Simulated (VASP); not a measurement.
# SnO2 (Cassiterite) (P4_2/mnm) in VASP: core levels with PBEsol

Aim: the core levels of SnO2 (Cassiterite) with PBEsol.

Everything below comes from runs of VASP 6.6.1. Logs are shortened: lines on timing, memory, paths and dates and some standing lists are left out, and cuts for length are marked.

### Step 1. Starting point

It takes space group P4_2/mnm (No. 136, tetragonal). The conventional cell has a = 4.738 Å, b = 4.738 Å, c = 3.187 Å, α = 90.00°, β = 90.00°, γ = 90.00°. Sn (site symmetry mmm) has 6 O at 2.05 to 2.06 Å as nearest neighbours. Around O (site symmetry m2m) lie 3 Sn at 2.05 to 2.06 Å.

### Step 2. Core levels, PBEsol

The input, INCAR:

```
ALGO = Normal
EDIFF = 1E-7
ENCUT = 520
GGA = PS
ICORELEVEL = 1
ISIF = 2
ISMEAR = -1
LASPH = T
LCHARG = F
LREAL = F
LWAVE = F
NELM = 80
PREC = Accurate
SIGMA = 0.02
```

The input, KPOINTS:

```
k-points
0
Gamma
  5 5 7
```

The input, POSCAR:

```
SnO2
1.0
    4.7380000000      0.0000000000      0.0000000000
    0.0000000000      4.7380000000      0.0000000000
    0.0000000000      0.0000000000      3.1865000000
Sn O
2 4
Direct
    0.0000000000      0.0000000000      0.0000000000
    0.5000000000      0.5000000000      0.5000000000
    0.3071000000      0.3071000000      0.0000000000
    0.1929000000      0.8071000000      0.5000000000
    0.6929000000      0.6929000000      0.0000000000
    0.8071000000      0.1929000000      0.5000000000
```

Potentials or basis: VASP PAW PBE potentials, release 64 (Sn_d, O).

Command:

```bash
cat potpaw_PBE.64/Sn_d/POTCAR potpaw_PBE.64/O/POTCAR > POTCAR
mpirun -np 1 vasp_std > vasp.out
```

OUTCAR:

```text
EDIFF = 1E-7
   ENCUT = 520
   GGA = PS
   ISIF = 2
   ISMEAR = -1
   LASPH = T
   LREAL = F
   NELM = 80
   PREC = Accurate

 ion  position               nearest neighbor table
   1  0.000  0.000  0.000-   4 2.05   6 2.05   4 2.05   6 2.05   5 2.06   3 2.06   2 3.71   2 3.71
                             2 3.71   2 3.71   2 3.71   2 3.71   2 3.71   2 3.71
   2  0.500  0.500  0.500-   3 2.05   5 2.05   3 2.05   5 2.05   4 2.06   6 2.06   1 3.71   1 3.71
                             1 3.71   1 3.71   1 3.71   1 3.71   1 3.71   1 3.71
   3  0.307  0.307  0.000-   2 2.05   2 2.05   1 2.06
   4  0.193  0.807  0.500-   1 2.05   1 2.05   2 2.06
   5  0.693  0.693  0.000-   2 2.05   2 2.05   1 2.06
   6  0.807  0.193  0.500-   1 2.05   1 2.05   2 2.06

  LATTYP: Found a simple tetragonal cell.
 ALAT       =     4.7380000000
 C/A-ratio  =     0.6725411566

  Lattice vectors:

 A1 = (   4.7380000000,   0.0000000000,   0.0000000000)
 A2 = (   0.0000000000,   4.7380000000,   0.0000000000)
 A3 = (   0.0000000000,   0.0000000000,   3.1865000000)

Analysis of symmetry for initial positions (statically):
=====================================================================
 Subroutine PRICEL returns:
 Original cell was already a primitive cell.

 Routine SETGRP: Setting up the symmetry group for a
 simple tetragonal supercell.

 Subroutine GETGRP returns: Found 16 space group operations
 (whereof  8 operations were pure point group operations)
 out of a pool of 16 trial point group operations.

The static configuration has the point symmetry D_2h.
 The point group associated with its full space group is D_4h.

Analysis of symmetry for dynamics (positions and initial velocities):
=====================================================================
 Subroutine PRICEL returns:
 Original cell was already a primitive cell.

 Routine SETGRP: Setting up the symmetry group for a
 simple tetragonal supercell.

 Subroutine GETGRP returns: Found 16 space group operations
 (whereof  8 operations were pure point group operations)
 out of a pool of 16 trial point group operations.

The dynamic configuration has the point symmetry D_2h.
 The point group associated with its full space group is D_4h.

 Subroutine INISYM returns: Found 16 space group operations
 (whereof  8 operations are pure point group operations),
 and found     1 'primitive' translations

----------------------------------------------------------------------------------------

                                     Primitive cell

  volume of cell :      71.5326

  direct lattice vectors                    reciprocal lattice vectors
     4.738000000  0.000000000  0.000000000     0.211059519  0.000000000  0.000000000
     0.000000000  4.738000000  0.000000000     0.000000000  0.211059519  0.000000000
     0.000000000  0.000000000  3.186500000     0.000000000  0.000000000  0.313823945

  length of vectors
     4.738000000  4.738000000  3.186500000     0.211059519  0.211059519  0.313823945

  position of ions in fractional coordinates (direct lattice)
     0.000000000  0.000000000  0.000000000
     0.500000000  0.500000000  0.500000000
     0.307100000  0.307100000  0.000000000
     0.192900000  0.807100000  0.500000000
     0.692900000  0.692900000  0.000000000
     0.807100000  0.192900000  0.500000000

  ion indices of the primitive-cell ions
   primitive index   ion index
                 1           1
                 2           2
                 3           3
                 4           4
                 5           5
                 6           6

----------------------------------------------------------------------------------------

 KPOINTS: k-points

Automatic generation of k-mesh.
 Grid dimensions read from file:
 generate k-points for:    5    5    7

 Generating k-lattice:

  Cartesian coordinates                     Fractional coordinates (reciprocal lattice)
     0.042211904  0.000000000  0.000000000     0.200000000  0.000000000  0.000000000
     0.000000000  0.042211904  0.000000000     0.000000000  0.200000000  0.000000000
     0.000000000  0.000000000  0.044831992     0.000000000  0.000000000  0.142857143

  Length of vectors
     0.042211904  0.042211904  0.044831992

  Shift w.r.t. Gamma in fractional coordinates (k-lattice)
     0.000000000  0.000000000  0.000000000

 Subroutine IBZKPT returns following result:
 ===========================================

 Found     24 irreducible k-points:

 Following reciprocal coordinates:
            Coordinates               Weight
  0.000000  0.000000  0.000000      1.000000
  0.200000  0.000000  0.000000      4.000000
  0.400000  0.000000  0.000000      4.000000
  0.200000  0.200000  0.000000      4.000000
  0.400000  0.200000  0.000000      8.000000
  0.400000  0.400000  0.000000      4.000000
[... 16 lines left out ...]
  0.400000  0.200000  0.428571     16.000000
  0.400000  0.400000  0.428571      8.000000
   k-points           NKPTS =     24   k-points in BZ     NKDIM =     24   number of bands    NBANDS=     31
   number of dos      NEDOS =    301   number of ions     NIONS =      6
   total plane-waves  NPLWV =  31104
   dimension x,y,z NGX =    36 NGY =   36 NGZ =   24
   dimension x,y,z NGXF=    72 NGYF=   72 NGZF=   48
   ions per type =               2   4
   NGX,Y,Z   is equivalent  to a cutoff of  12.63, 12.63, 12.52 a.u.
   NGXF,Y,Z  is equivalent  to a cutoff of  25.26, 25.26, 25.04 a.u.
 SYSTEM =  unknown system
   PREC   = accura    normal or accurate (medium, high low for compatibility)
   ISTART =      0    job   : 0-new  1-cont  2-samecut
   ICHARG =      2    charge: 1-file 2-atom 10-const
   ISPIN  =      1    spin polarized calculation?
   LNONCOLLINEAR =      F non collinear calculations
   LSORBIT =      F    spin-orbit coupling
   LASPH  =      T    aspherical Exc in radial PAW
   ENCUT  =  520.0 eV  38.22 Ry    6.18 a.u.   8.81  8.81  5.92*2*pi/ulx,y,z
   NELM   =     80;   NELMIN=  2; NELMDL= -5     # of ELM steps
   EDIFF  = 0.1E-06   stopping-criterion for ELM
   LREAL  =      F    real-space projection
   EDIFFG = 0.1E-05   stopping-criterion for IOM
   NSW    =      0    number of steps for IOM
   IBRION =     -1    ionic relax: 0-MD 1-quasi-New 2-CG
   NFREE  =      0    steps in history (QN), initial steepest desc. (CG)
   ISIF   =      2    stress and relaxation
   ISYM   =      2    0-nonsym 1-usesym 2-fastsym
   POTIM  = 0.5000    time-step for ionic-motion
   TEBEG  =    0.0;   TEEND  =   0.0 temperature during run
   PSTRESS=    0.0 pullay stress
   NELECT =      52.0000    total number of electrons
   NUPDOWN=      -1.0000    fix difference up-down
   EMIN   =  10.00;   EMAX   =-10.00  energy-range for DOS
   EFERMI =   0.00;   METHOD = LEGACY
   ISMEAR =    -1;   SIGMA  =   0.02  broadening in eV -4-tet -1-fermi 0-gaus
   EFERMI_NEDOS =   21; number of points for ismear=-14 and -15
   IALGO  =     38    algorithm
   IMIX   =      4    mixing-type and parameters
     AMIX     =   0.40;   BMIX     =  1.00
     AMIX_MAG =   1.60;   BMIX_MAG =  1.00
  volume/ion in A,a.u.               =      11.92        80.45
  Fermi-wavevector in a.u.,A,eV,Ry     =   1.472000  2.781677 29.480903  2.166785
  Thomas-Fermi vector in A             =   2.587068
   LORBIT       =      0    0 simple, 1 ext, 2 COOP (PROOUT), +10 PAW based schemes
   GGA     = PS    functional components
   LHFCALC =     F    Hartree Fock is set to
   AEXX    =    0.0000 exact exchange contribution
   IVDW    =     0    specifies the selected vdW correction
   LEPSILON=     F    determine dielectric tensor
   LRPA    =     F    only Hartree local field effects (RPA)
 non-spin polarized calculation
  energy-cutoff  :      520.00
  volume of cell :       71.53
 maximum number of plane-waves:      1945
 NGX is ok and might be reduce to    36
   NGX = 17   NGY = 17   NGZ = 11

 number of electron      51.9999993 magnetization

 Free energy of the ion-electron system (eV)
  ---------------------------------------------------
  ext. energy  EPLUGINS =         0.00000000
  ---------------------------------------------------
  free energy    TOTEN  =       -39.63584139 eV

  energy without entropy =      -39.63584139  energy(sigma->0) =      -39.63584139

 the core state eigenenergies are
   1-  1s -28994.7123  2s  -4366.1190  2p  -3917.7381  3s   -832.5051  3p   -686.0515
       3d   -460.7411  4s   -121.6753  4p    -77.4866
   2-  1s -28994.7123  2s  -4366.1190  2p  -3917.7381  3s   -832.5051  3p   -686.0515
       3d   -460.7411  4s   -121.6753  4p    -77.4866
   3-  1s   -498.6349
   4-  1s   -498.6349
   5-  1s   -498.6349
   6-  1s   -498.6349

 E-fermi :   6.4190     XC(G=0): -11.5356

 val. band max:        6.0177511768   @ k =   0.0000   0.0000   0.0000
 cond. band min:       7.1950171550   @ k =   0.0000   0.0000   0.0000
 fundamental gap:      1.1772659782
 Fermi energy:         6.4189776091

 k-point     1 :       0.0000    0.0000    0.0000
  band No.  band energies     occupation
      1     -15.0179      2.00000
      2     -14.2407      2.00000
      3     -13.9367      2.00000
      4     -13.9157      2.00000
      5     -13.9157      2.00000
      6     -13.8332      2.00000
[... 23 lines left out ...]
     30      12.1899      0.00000
     31      16.2694      0.00000

 k-point     2 :       0.2000    0.0000    0.0000
  band No.  band energies     occupation
      1     -14.9560      2.00000
      2     -14.3094      2.00000
      3     -13.9369      2.00000
      4     -13.9131      2.00000
      5     -13.9130      2.00000
      6     -13.8860      2.00000
[... 200 lines left out ...]
      3     -14.1151      2.00000
      4     -14.0836      2.00000
      5     -13.8901      2.00000
      6     -13.8390      2.00000
[... 23 lines left out ...]
     30      13.2537      0.00000
     31      15.5022      0.00000

 k-point     9 :       0.4000    0.0000    0.1429
  band No.  band energies     occupation
      1     -14.7146      2.00000
      2     -14.4938      2.00000
      3     -14.1064      2.00000
      4     -14.0934      2.00000
      5     -13.8690      2.00000
      6     -13.8455      2.00000
      7     -13.7471      2.00000
      8     -13.7217      2.00000
      9     -13.6812      2.00000

------------------------ aborting loop because EDIFF is reached ----------------------------------------

  FORCE on cell =-STRESS in cart. coord.  units (eV):
  Direction    XX          YY          ZZ          XY          YZ          ZX
  --------------------------------------------------------------------------------------
  -------------------------------------------------------------------------------------
  Total        2.0666807      2.0666807      3.0878031      0.0000000      0.0000000      0.0000000
  in kB       46.2892269     46.2892269     69.1601857      0.0000000      0.0000000      0.0000000
  external PRESSURE =      53.9128798 kB  Pullay stress =       0.0000000 kB

 VOLUME and BASIS-vectors are now :
 -----------------------------------------------------------------------------
  energy-cutoff  :      520.00
  volume of cell :       71.53
      direct lattice vectors                 reciprocal lattice vectors
     4.738000000  0.000000000  0.000000000     0.211059519  0.000000000  0.000000000
     0.000000000  4.738000000  0.000000000     0.000000000  0.211059519  0.000000000
     0.000000000  0.000000000  3.186500000     0.000000000  0.000000000  0.313823945

 POSITION                                       TOTAL-FORCE (eV/Angst)
 -----------------------------------------------------------------------------------
      0.00000      0.00000      0.00000         0.000000      0.000000      0.000000
      2.36900      2.36900      1.59325         0.000000      0.000000      0.000000
      1.45504      1.45504      0.00000        -0.161564     -0.161564     -0.000000
      0.91396      3.82404      1.59325         0.161564     -0.161564     -0.000000
      3.28296      3.28296      0.00000         0.161564      0.161564      0.000000
      3.82404      0.91396      1.59325        -0.161564      0.161564      0.000000
 -----------------------------------------------------------------------------------
    total drift:                               -0.000000      0.000000      0.000000

  FREE ENERGIE OF THE ION-ELECTRON SYSTEM (eV)
  ---------------------------------------------------
  free  energy   TOTEN  =       -39.6358413923 eV

  energy  without entropy=      -39.6358413923  energy(sigma->0) =      -39.63584139
```

Run time: 41 s. Hardware: 1 thread of Intel Xeon Platinum 8488C (Sapphire Rapids), shared host; peak memory 0.19 GiB.

What came out:

```
Free energy            : -39.6358 eV
Pressure               : 5.4 GPa
Largest force          : 0.228 eV/Å
Band gap on the k mesh : 1.18 eV, direct
```

Forces on the atoms (eV/Å):
```
Sn   0.000  0.000  0.000
Sn   0.000  0.000  0.000
O   -0.162 -0.162  0.000
O    0.162 -0.162  0.000
O    0.162  0.162  0.000
O   -0.162  0.162  0.000
```

Core levels (eV, on the scale of the bands):
```tsv
atom	levels
1 Sn	1s -28994.7, 2s -4366.1, 2p -3917.7, 3s -832.5, 3p -686.1, 3d -460.7, 4s -121.7, 4p -77.5
2 Sn	1s -28994.7, 2s -4366.1, 2p -3917.7, 3s -832.5, 3p -686.1, 3d -460.7, 4s -121.7, 4p -77.5
3 O	1s -498.6
4 O	1s -498.6
5 O	1s -498.6
6 O	1s -498.6
```

Caveat: the PAW data sets were made with another functional, which shifts forces and pressure a little; spin-orbit coupling is left out, which moves the levels of the heavy elements.
